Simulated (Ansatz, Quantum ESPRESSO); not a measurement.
Given: the input of a run of Quantum ESPRESSO 7.5 on CuAu. 

File pw.in:

```
&CONTROL
  calculation = 'scf'
  prefix = 'pwscf'
  outdir = './tmp'
  pseudo_dir = './pseudo'
  tprnfor = .true.
  tstress = .true.
  disk_io = 'low'
/
&SYSTEM
  ibrav = 0
  celldm(1) = 8
  nat = 2
  ntyp = 2
  ecutwfc = 56
  ecutrho = 448
  nbnd = 22
  occupations = 'smearing'
  smearing = 'fd'
  degauss = 0.00367493
/
&ELECTRONS
  conv_thr = 4d-10
  electron_maxstep = 120
  mixing_beta = 0.5
/
ATOMIC_SPECIES
Au   196.9666 au_pbesol_v1.uspp.F.UPF
Cu    63.5460 cu_pbesol_v1.2.uspp.F.UPF
CELL_PARAMETERS alat
  0.6639433344086   0.0000000000000   0.0000000000000
  0.0000000000000   0.6639433344086   0.0000000000000
  0.0000000000000   0.0000000000000   0.8704550961557
ATOMIC_POSITIONS crystal
Au     0.0000000000    0.0000000000    0.0000000000
Cu     0.5000000000    0.5000000000    0.5000000000
K_POINTS automatic
9 9 7 0 0 0
```

pp_density.in

```
&INPUTPP
  prefix = 'pwscf'
  outdir = './tmp'
  filplot = 'density.dat'
  plot_num = 0
/
&PLOT
  nfile = 1
  filepp(1) = 'density.dat'
  iflag = 3
  output_format = 6
  fileout = 'density.cube'
/
```

The input pp_potential.in:

```
&INPUTPP
  prefix = 'pwscf'
  outdir = './tmp'
  filplot = 'potential.dat'
  plot_num = 11
/
&PLOT
  nfile = 1
  filepp(1) = 'potential.dat'
  iflag = 3
  output_format = 6
  fileout = 'potential.cube'
/
```

Potentials or basis: GBRV 1.5 PBEsol.

Launch:

```bash
$ OMP_NUM_THREADS=1 mpirun -n 2 pw.x -nk 2 -in pw.in > pw.out
$ OMP_NUM_THREADS=1 mpirun -n 1 pp.x -in pp_density.in > pp_density.out
$ OMP_NUM_THREADS=1 mpirun -n 1 pp.x -in pp_potential.in > pp_potential.out
```

Problem. Set up the same calculation for Ansatz 0.2.0. Potentials or basis there: all-electron LAPW, scalar-relativistic.

Solution. As run (cutoffs and basis follow the program's own potentials, and thresholds, step limits or extra output files can differ):

File input.yaml:

```yaml
crystal:
  lattice:
    - [2.8107494552, 0.0, 0.0]
    - [0.0, 2.8107494552, 0.0]
    - [0.0, 0.0, 3.685]
  atoms:
    - { symbol: Au, position: [0.0, 0.0, 0.0] }
    - { symbol: Cu, position: [0.5, 0.5, 0.5] }
kpoints:
  mp_grid: { grid: [9, 9, 7] }
scf:
  occupations: { method: fermi_dirac, width: 0.05 }
hamiltonian:
  xc: pbesol
  pseudopotentials: { kind: all_electron, lapw: { basis_error: 0.001 } }
output:
  forces: true
  stress: true
  eigenvalues: true
  populations: true
```

Potentials or basis: all-electron LAPW, scalar-relativistic.

Run with:

```bash
$ ansatz run input.yaml --threads 1 --pin off --max-ram 3072MiB --backend cpu --events-out ev --progress --plain --runs-dir out
```

Both were run:

|  | Quantum ESPRESSO | Ansatz |
| --- | --- | --- |
| Pressure | -4.2 GPa | -4.0 GPa |

Where Ansatz's input types no cutoff or centring, it takes its own default and a Γ-centred mesh.

Pressure is positive in compression.
